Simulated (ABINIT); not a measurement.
The system is PtS2.

```xyz
3
Lattice="3.5432 0.0000 0.0000 -1.7716 3.0685 0.0000 0.0000 0.0000 5.0388" Properties=species:S:1:pos:R:3 pbc="T T T"
Pt    0.0000    0.0000    0.0000
S     1.7716    1.0228    3.8950
S     0.0000    2.0457    1.1438
```

Base run:

| Property | Result |
| --- | --- |
| Program | ABINIT 10.8.3 (patched build) |
| Functional | LDA |
| Potentials or basis | PseudoDojo NC SR LDA v0.4.1 standard |
| Cutoff | 952 eV |
| k mesh | 7 × 7 × 4 |
| Occupations | fermi-dirac, width 0.05 eV |
| Spin | no spin polarisation |

Its results: band gap on the k mesh 0.72 eV, indirect (least direct gap 0.88 eV); largest force 0.788 eV/Å.

The run is repeated on the same cell with these changes: functional from LDA to PBE; potentials or basis from PseudoDojo NC SR LDA v0.4.1 standard to PseudoDojo NC SR PBE v0.4.1 standard. What comes out?

Band gap on the k mesh 0.83 eV, indirect (least direct gap 1.01 eV); largest force 1.242 eV/Å.

Caveats: spin-orbit coupling is left out, which moves the levels of the heavy elements; an odd mesh through Γ misses points on the zone boundary, where band edges often lie; forces of over 1 eV/Å show positions far from the minimum, so gaps and moduli don't describe the material at rest (some runs).
